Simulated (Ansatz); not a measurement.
Born–Oppenheimer molecular dynamics of a periodic cell of 36 atoms, Be (start crystal Be, start structure hcp, volume 1.1 times the crystal's). It goes on from the last frame of an earlier run, with new velocities.

Method: Ansatz 0.2.0, DFT PBE, scalar-relativistic, plane waves, PAW. Settings: cutoff 420 eV, k mesh 2x2x2, fermi-dirac smearing 0.36 eV, no spin polarisation.

* ensemble: NVT, Langevin thermostat
* time step: 1.12 fs
* steps asked: 100
* set temperature: 3360 K
* friction: 0.02 /fs
* temperature schedule: 75 steps to 300 K, then 25 steps to 300 K
* seed: 495433

Frames 11.2 fs apart, positions in Å, forces in eV/Å.

Velocities at 11.2 fs (Å/ps):

```
Be -0.04 -7.85 -0.76
Be -14.43 9.09 -25.34
Be 22.81 -12.14 19.59
Be -11.93 7.88 8.48
Be 14.77 39.15 5.92
Be 26.55 -24.63 2.36
Be -12.59 5.44 -15.60
Be 9.16 -6.78 -15.94
Be 19.42 16.95 -16.79
Be 0.93 24.56 -7.02
Be -40.53 1.22 -17.90
Be -21.28 14.59 -47.94
Be 21.63 9.73 0.77
Be -31.84 7.87 11.28
Be 11.49 1.80 -2.19
Be 4.77 7.23 11.23
Be -8.60 11.19 19.13
Be 1.85 -7.14 15.46
Be 26.23 -3.74 -30.97
Be -1.89 -15.95 -29.71
Be -29.39 -0.61 19.40
Be 3.89 22.38 -4.87
Be 1.83 -0.07 -27.28
Be 0.10 -3.73 -19.13
Be -17.52 -26.27 26.47
Be 1.65 -26.61 -7.39
Be -21.91 10.07 4.98
Be -12.88 -13.51 -19.19
Be -20.98 16.09 13.86
Be 10.86 12.83 -0.38
Be 1.36 11.40 1.03
Be 21.19 11.37 11.99
Be -1.04 -4.69 29.33
Be -11.96 -21.89 8.61
Be 16.38 29.98 10.43
Be 21.94 23.80 49.59
```

```xyz
36
Lattice="7.0918 0.0000 0.0000 -3.5459 6.1416 0.0000 0.0000 0.0000 7.4085" Properties=species:S:1:pos:R:3:forces:R:3 time_fs=11.2 energy_less_start_eV=-2.069 T=3375
Be -0.224 -0.094 -0.089 2.30 0.85 -3.47
Be 0.570 2.137 2.192 -3.20 -0.93 -0.31
Be 0.017 -0.275 3.786 -0.52 0.40 0.85
Be -0.512 1.384 5.547 -0.23 -1.56 0.01
Be -1.012 1.818 -0.091 -2.25 0.42 2.09
Be -1.730 3.843 1.990 3.79 -1.93 -0.01
Be -1.194 1.810 3.568 -0.32 1.17 0.23
Be -1.786 3.071 5.784 0.87 0.21 -1.75
Be -1.893 4.455 -0.140 -1.62 1.12 0.73
Be -2.623 5.498 1.904 0.65 0.94 -0.82
Be -2.588 3.962 3.953 1.14 0.22 -1.71
Be -2.099 6.290 5.824 -1.47 -0.82 0.01
Be 2.771 0.403 0.291 -1.24 0.00 -1.03
Be 2.279 1.073 2.060 0.52 0.76 0.94
Be 2.628 -0.376 4.021 -0.45 1.12 -0.88
Be 2.413 1.875 5.684 0.50 -0.63 -0.68
Be 0.880 1.917 -0.367 1.87 -1.23 1.50
Be 1.988 3.198 1.745 -3.65 0.55 -1.72
Be 0.874 1.633 4.239 1.69 0.83 -1.18
Be 1.242 3.473 5.909 -1.55 -0.40 -3.71
Be -0.181 3.516 -0.168 0.92 1.66 1.20
Be 0.251 5.524 1.925 -1.21 -1.19 -0.71
Be -0.145 3.789 3.417 0.73 -0.19 0.71
Be -0.206 5.566 5.993 0.22 -1.95 0.53
Be 4.793 0.373 -0.051 -0.03 -1.95 -1.95
Be 4.866 1.084 1.659 -0.70 2.23 1.21
Be 5.003 -0.045 3.443 -0.88 -0.28 0.61
Be 4.279 1.087 5.259 1.20 0.11 0.29
Be 3.908 2.349 -0.444 -0.43 0.34 1.87
Be 3.644 3.099 1.817 2.71 0.56 -0.26
Be 3.459 1.998 3.562 0.07 0.06 0.25
Be 3.053 3.789 5.269 2.14 -0.22 1.96
Be 1.961 4.292 -0.083 0.94 0.22 0.63
Be 2.573 5.572 1.342 -3.09 -1.39 4.69
Be 2.112 3.905 3.565 0.24 0.43 0.37
Be 1.826 5.406 5.517 0.34 0.47 -0.47
36
Lattice="7.0918 0.0000 0.0000 -3.5459 6.1416 0.0000 0.0000 0.0000 7.4085" Properties=species:S:1:pos:R:3:forces:R:3 time_fs=22.4 energy_less_start_eV=-3.800 T=3564
Be -0.066 -0.117 -0.108 0.05 0.32 0.77
Be 0.271 2.170 1.845 -1.84 -0.87 0.17
Be 0.029 -0.416 4.002 -1.68 1.46 -1.39
Be -0.617 1.353 5.656 1.64 -1.11 -0.83
Be -1.104 2.122 0.092 -2.86 -2.94 0.72
Be -1.321 3.644 1.903 0.03 0.11 -0.57
Be -1.305 1.920 3.478 -0.15 0.73 0.67
Be -1.659 2.936 5.593 -0.92 1.87 -0.42
Be -1.815 4.608 -0.357 -3.39 0.98 0.10
Be -2.638 5.809 1.828 -0.02 -1.81 -0.27
Be -2.874 3.847 3.593 3.14 1.32 0.60
Be -2.381 6.210 5.315 1.34 -0.02 3.60
Be 2.971 0.602 0.207 -2.56 0.06 -0.75
Be 2.096 1.101 2.129 1.69 1.53 -0.29
Be 2.700 -0.248 3.952 -0.97 0.98 -1.60
Be 2.429 1.929 5.764 -0.02 -1.14 -0.53
Be 0.879 1.993 -0.089 1.89 -0.15 -0.31
Be 1.916 3.209 1.806 0.09 -0.55 0.83
Be 1.106 1.683 3.889 -0.17 0.26 0.04
Be 1.167 3.407 5.536 -0.97 1.00 -0.09
Be -0.384 3.688 0.069 5.28 1.72 -0.29
Be 0.122 5.645 1.831 -1.45 -1.54 0.56
Be 0.038 3.733 3.255 1.56 0.68 1.79
Be -0.224 5.399 5.804 0.45 -1.33 1.21
Be 4.742 -0.012 0.225 1.15 -0.16 -2.52
Be 4.891 1.081 1.662 -0.40 2.16 1.44
Be 4.757 -0.075 3.599 0.55 -0.25 -0.30
Be 4.155 0.949 5.162 1.28 0.97 2.06
Be 3.643 2.512 -0.165 0.68 0.51 0.18
Be 3.929 3.276 1.817 -1.84 0.02 -1.12
Be 3.494 2.062 3.622 -1.07 -0.97 -0.62
Be 3.355 3.955 5.521 0.62 0.09 0.38
Be 1.867 4.255 0.131 0.47 -1.65 -2.92
Be 2.328 5.272 1.612 0.65 0.67 2.67
Be 2.319 4.309 3.678 -1.20 -1.69 0.06
Be 2.118 5.658 5.988 -1.07 -1.28 -3.04
36
Lattice="7.0918 0.0000 0.0000 -3.5459 6.1416 0.0000 0.0000 0.0000 7.4085" Properties=species:S:1:pos:R:3:forces:R:3 time_fs=33.6 energy_less_start_eV=-2.842 T=2670
Be 0.052 -0.002 -0.008 -1.90 0.20 -1.77
Be -0.111 2.042 1.669 2.61 -2.66 1.77
Be -0.136 -0.301 3.818 1.32 3.45 -0.73
Be -0.591 1.164 5.584 0.85 1.95 -0.42
Be -1.444 2.088 0.236 0.76 0.93 -3.19
Be -1.046 3.531 1.786 -2.51 2.14 1.10
Be -1.412 2.086 3.541 0.71 0.05 0.63
Be -1.691 2.987 5.516 0.41 0.50 -0.01
Be -1.968 4.781 -0.614 1.98 -0.99 3.03
Be -2.658 5.997 1.575 1.35 -1.59 2.11
Be -2.716 3.738 3.392 1.75 2.81 3.31
Be -2.455 5.939 5.332 0.38 0.81 0.69
Be 2.969 0.838 -0.083 -0.28 -3.24 0.60
Be 2.188 1.214 2.022 1.17 0.84 -0.65
Be 2.636 0.058 3.801 -0.58 0.29 -0.08
Be 2.431 1.825 5.686 -0.35 0.55 -0.43
Be 0.964 1.962 0.002 1.01 0.23 -0.89
Be 1.877 3.245 1.941 -0.10 -2.11 -0.12
Be 1.240 1.826 3.718 -0.81 -0.29 0.65
Be 1.015 3.479 5.303 0.26 -0.65 1.03
Be 0.006 4.068 0.166 -1.37 -0.50 -0.54
Be -0.086 5.632 1.836 -0.38 -0.09 -0.05
Be 0.380 3.825 3.332 -0.97 0.77 0.00
Be -0.149 5.215 5.657 -0.17 0.29 0.16
Be 4.844 -0.341 0.262 -0.57 1.82 0.05
Be 4.838 1.429 1.730 -1.70 -1.46 1.24
Be 4.713 -0.244 3.783 -0.36 0.49 -0.93
Be 4.311 0.884 5.258 0.27 1.83 1.90
Be 3.541 2.635 0.141 -0.54 -0.14 -2.13
Be 4.051 3.390 1.717 -1.61 0.84 -1.09
Be 3.380 2.100 3.665 -0.23 -0.73 -0.24
Be 3.709 4.114 5.819 -2.56 -0.97 -1.68
Be 1.823 3.941 -0.051 3.44 -0.11 -0.97
Be 2.151 5.092 2.026 0.62 2.39 -0.97
Be 2.386 4.487 3.787 -0.81 -5.74 1.24
Be 2.299 5.602 6.030 -1.10 -1.89 -2.66
36
Lattice="7.0918 0.0000 0.0000 -3.5459 6.1416 0.0000 0.0000 0.0000 7.4085" Properties=species:S:1:pos:R:3:forces:R:3 time_fs=44.8 energy_less_start_eV=-5.745 T=3303
Be -0.094 0.140 -0.070 -0.56 -0.71 -0.75
Be -0.251 1.706 1.766 0.69 -1.48 0.72
Be -0.056 0.130 3.575 -0.16 -0.18 0.39
Be -0.557 1.159 5.517 1.33 1.12 -0.18
Be -1.454 2.079 -0.003 0.58 -0.05 0.33
Be -1.043 3.588 1.777 -0.39 -0.21 -0.19
Be -1.365 2.189 3.742 1.22 -1.15 -0.44
Be -1.669 3.127 5.547 1.27 0.18 -0.31
Be -1.903 4.814 -0.461 1.24 -1.17 2.51
Be -2.519 5.977 1.541 0.80 -1.01 1.07
Be -2.354 3.868 3.400 -0.61 1.61 1.68
Be -2.376 5.749 5.392 -0.10 1.51 -1.31
Be 2.972 0.661 -0.314 -0.28 -1.77 0.80
Be 2.535 1.283 1.710 -0.22 0.10 0.00
Be 2.492 0.388 3.566 -0.78 -2.29 0.78
Be 2.471 1.823 5.443 -0.46 0.19 0.99
Be 0.964 1.894 0.091 0.80 0.52 -0.79
Be 1.823 3.049 1.998 -0.23 1.43 -1.24
Be 1.180 1.996 3.713 -0.58 -0.15 0.03
Be 0.833 3.424 5.313 -0.48 -0.68 0.90
Be 0.338 4.281 0.194 -2.55 -2.38 -0.62
Be -0.196 5.516 1.900 0.71 0.37 -0.47
Be 0.644 4.033 3.392 -3.31 0.02 -1.06
Be -0.114 5.303 5.468 -0.64 0.31 0.50
Be 4.953 -0.443 0.372 1.20 2.74 -0.32
Be 4.555 1.577 1.935 1.20 -1.14 -0.35
Be 4.738 -0.265 3.899 -0.08 1.72 0.61
Be 4.570 0.960 5.704 -0.71 0.99 0.09
Be 3.514 2.676 0.128 0.82 -3.23 -2.30
Be 3.986 3.448 1.633 -1.04 2.40 1.72
Be 3.289 2.090 3.650 1.81 1.78 -1.04
Be 3.736 4.065 5.818 -1.53 -1.13 -0.38
Be 2.063 3.595 -0.485 -0.41 1.47 0.48
Be 2.133 5.168 2.352 0.50 0.47 -2.44
Be 2.409 4.124 3.960 1.83 -0.81 0.68
Be 2.236 5.339 5.767 -0.87 0.61 -0.07
36
Lattice="7.0918 0.0000 0.0000 -3.5459 6.1416 0.0000 0.0000 0.0000 7.4085" Properties=species:S:1:pos:R:3:forces:R:3 time_fs=56.0 energy_less_start_eV=-4.805 T=2574
Be -0.317 0.207 -0.218 1.99 -0.46 -0.45
Be -0.262 1.215 1.896 -0.87 1.66 -3.33
Be 0.054 0.450 3.410 0.25 -2.55 3.70
Be -0.491 1.280 5.374 1.92 -1.05 1.66
Be -1.345 2.133 -0.154 2.14 0.78 2.37
Be -1.088 3.652 1.650 -0.18 -1.57 0.80
Be -1.195 2.113 3.957 -0.68 0.93 -3.13
Be -1.611 3.290 5.557 0.85 0.43 0.02
Be -1.674 4.667 -0.024 -1.10 -0.49 -1.14
Be -2.171 5.864 1.734 -1.84 -0.86 -0.78
Be -2.119 4.163 3.519 -0.30 0.32 0.68
Be -2.331 5.740 5.293 0.10 -0.01 0.55
Be 3.004 0.262 -0.500 -0.81 0.84 1.68
Be 2.789 1.281 1.502 -1.69 -0.47 -0.35
Be 2.238 0.396 3.358 0.67 -0.20 1.52
Be 2.544 1.693 5.219 -0.13 -0.33 1.12
Be 1.044 1.916 0.153 0.09 -0.37 -0.73
Be 1.770 3.031 1.892 -0.31 1.22 -0.18
Be 1.030 2.183 3.746 0.40 -0.89 -0.23
Be 0.589 3.233 5.429 -0.48 0.18 0.52
Be 0.357 4.207 0.199 0.38 -0.64 -1.08
Be -0.179 5.422 1.994 1.37 1.06 -0.99
Be 0.542 4.106 3.351 -0.62 0.54 0.96
Be -0.103 5.377 5.348 -1.05 -0.78 -0.06
Be 5.053 -0.141 0.457 -1.94 0.73 0.62
Be 4.494 1.573 2.148 3.54 -0.55 -0.81
Be 4.746 -0.050 4.065 0.30 2.01 -1.58
Be 4.708 1.165 6.063 -0.64 -2.01 -2.32
Be 3.631 2.270 -0.101 0.58 0.07 0.11
Be 3.824 3.724 1.663 -0.27 -0.20 -0.10
Be 3.298 2.236 3.431 1.01 -1.29 -0.83
Be 3.613 3.926 5.730 3.24 0.66 0.50
Be 2.230 3.355 -0.798 -2.97 0.34 1.96
Be 2.251 5.255 2.473 0.03 -0.18 -1.34
Be 2.608 3.680 4.178 -2.96 1.93 -0.79
Be 1.974 5.076 5.557 -0.03 1.20 1.44
36
Lattice="7.0918 0.0000 0.0000 -3.5459 6.1416 0.0000 0.0000 0.0000 7.4085" Properties=species:S:1:pos:R:3:forces:R:3 time_fs=67.2 energy_less_start_eV=-5.076 T=2136
Be -0.402 0.244 -0.369 0.95 -1.20 0.28
Be -0.380 0.958 1.699 1.10 0.70 -0.58
Be 0.226 0.524 3.672 -1.53 -2.77 -1.44
Be -0.303 1.272 5.374 -0.26 -0.74 0.83
Be -1.141 2.262 -0.015 0.20 -0.66 -0.68
Be -1.110 3.460 1.592 0.83 -0.70 3.45
Be -1.099 2.100 3.818 -0.85 1.28 -0.71
Be -1.473 3.591 5.623 0.12 -0.44 -0.23
Be -1.613 4.480 0.176 -1.94 0.49 -2.64
Be -2.011 5.587 1.797 -1.73 0.15 -0.92
Be -1.941 4.450 3.680 -0.41 -0.73 0.04
Be -2.417 5.778 5.259 1.17 0.26 1.39
Be 2.921 0.122 -0.503 -0.74 0.72 1.17
Be 2.836 1.207 1.282 -0.34 -0.20 1.36
Be 2.138 0.312 3.347 1.92 0.87 1.27
Be 2.631 1.535 5.125 0.29 -0.36 0.46
Be 1.140 1.912 0.103 -0.75 -1.16 -0.43
Be 1.626 3.239 1.732 0.10 0.49 0.93
Be 0.941 2.234 3.816 1.62 0.06 -0.55
Be 0.355 3.059 5.621 1.32 1.48 -0.43
Be 0.359 4.132 0.077 0.47 -0.03 -0.68
Be 0.051 5.446 2.090 0.07 1.30 -1.84
Be 0.369 4.215 3.441 0.67 -0.95 2.08
Be -0.285 5.298 5.303 0.03 -0.02 -1.16
Be 4.821 0.196 0.459 -0.22 0.23 0.76
Be 4.872 1.502 2.192 -0.38 -0.53 -1.19
Be 4.711 0.288 4.098 -0.21 0.47 -1.20
Be 4.760 1.065 6.064 2.14 -2.43 -3.23
Be 3.721 1.944 -0.359 -1.92 3.44 1.92
Be 3.705 3.948 1.614 0.73 -1.11 -0.43
Be 3.325 2.175 3.110 -0.09 -0.38 0.48
Be 3.789 4.008 5.716 -1.06 -0.21 0.80
Be 2.124 3.222 -0.953 0.72 0.82 0.29
Be 2.401 5.251 2.539 -1.22 0.21 -0.21
Be 2.515 3.507 4.216 -1.53 1.37 0.12
Be 1.780 5.059 5.494 0.76 0.30 0.91
```

Of the whole run (112 fs, mean temperature of the second half 1599 K): The schedule's set-point averaged 560 K over the second half and the system 1599 K, so it lags behind the ramp. A run of 0.11 ps of so small a system gives no equilibrium averages. Limits of this set-up: coarse k mesh.

Time of the run: 11 min on 1 thread of Arm Neoverse V2 (shared host), peak memory 0.68 GiB.
